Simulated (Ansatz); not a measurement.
Level of theory: Ansatz 0.2.0, DFT PBE, scalar-relativistic, plane waves, PAW. All cells share a 420 eV cutoff and Γ-centred k meshes spaced at most about 0.3 Å⁻¹ (about 0.25 or finer for metals, 2π included). No spin polarisation in the final relaxations.

Temperature and zero-point effects are left out.

Compare these two cells of GaO, each relaxed at this level.

A.

```yaml
crystal:
  lattice:
    - [3.04691, 0.00000, 0.00000]
    - [-1.52346, 2.63871, 0.00000]
    - [0.00000, 0.00000, 2.94498]
  atoms:
    - { symbol: Ga, position: [0.00000, 0.00000, 0.00000] }
    - { symbol: O, position: [0.66667, 0.33333, 0.50000] }
```

B.

```yaml
crystal:
  lattice:
    - [2.83357, 0.00000, 0.00000]
    - [0.00000, 2.83357, 0.00000]
    - [0.00000, 0.00000, 2.83357]
  atoms:
    - { symbol: Ga, position: [0.50000, 0.50000, 0.50000] }
    - { symbol: O, position: [0.00000, 0.00000, 0.00000] }
```

Question: Which is lower in energy, and by how much?

Answer: A is lower, by 0.32 eV/atom. A has the tungsten carbide type, space group P-6m2 (No. 187), 11.8 Å³/atom and no gap on its mesh; B has the caesium chloride type, space group Pm-3m (No. 221), 11.4 Å³/atom and no gap. Counting O atoms around Ga (those within 1.25 times the shortest such distance or 1.15 times the sum of covalent radii, 1.27 where that leaves under three; the shortest distance is added where it exceeds 1.18 times the sum of covalent radii), A has Ga 6 from 2.3 Å and B has Ga 8 from 2.5 Å. The lower one is the more open, so pressure narrows the difference. In A, Ga has 6 O at 2.29 Å; O has 6 Ga at 2.29 Å. In B, Ga is surrounded by 8 O at 2.45 Å and 6 Ga at 2.83 Å; O is surrounded by 8 Ga at 2.45 Å and 6 O at 2.83 Å. Both come from invented guesses. A third cell relaxed alike, in F-43m, lies 0.33 eV/atom below the lower of the two.

In P-6m2, Pm-3m an odd number of electrons in the primitive cell allows no gap without spin; a larger cell or a magnetic state could open one. A magnetic state wasn't ruled out in cells without spin, among them P-6m2. Cells relaxed within their symmetry can be saddle points.

The tungsten carbide type wins by 0.32 eV/atom despite its slightly larger volume, so denser packing doesn't pay here. Ga is a small cation with a marked covalent preference for few, short bonds to oxygen. Going from eight neighbours at 2.45 Å to six at 2.29 Å probably strengthens the Ga 4s/4p–O 2p overlap by more than the lost contacts cost, and the short O–O contacts in the caesium chloride type add repulsion.

Both cells share a deeper handicap. The composition makes Ga formally divalent, leaving one electron per Ga in a band of largely Ga 4s character, antibonding to oxygen. Gallium normally avoids this state by forming Ga–Ga pairs, as in its layered monochalcogenides, or by splitting into mono- and trivalent ions. With a single Ga site per primitive cell, neither route is open. The ordering therefore ranks two constrained metallic structures, and the lower F-43m cell already rules out the tungsten carbide type as the ground state. Stability against Ga₂O₃ and metallic gallium remains untested.
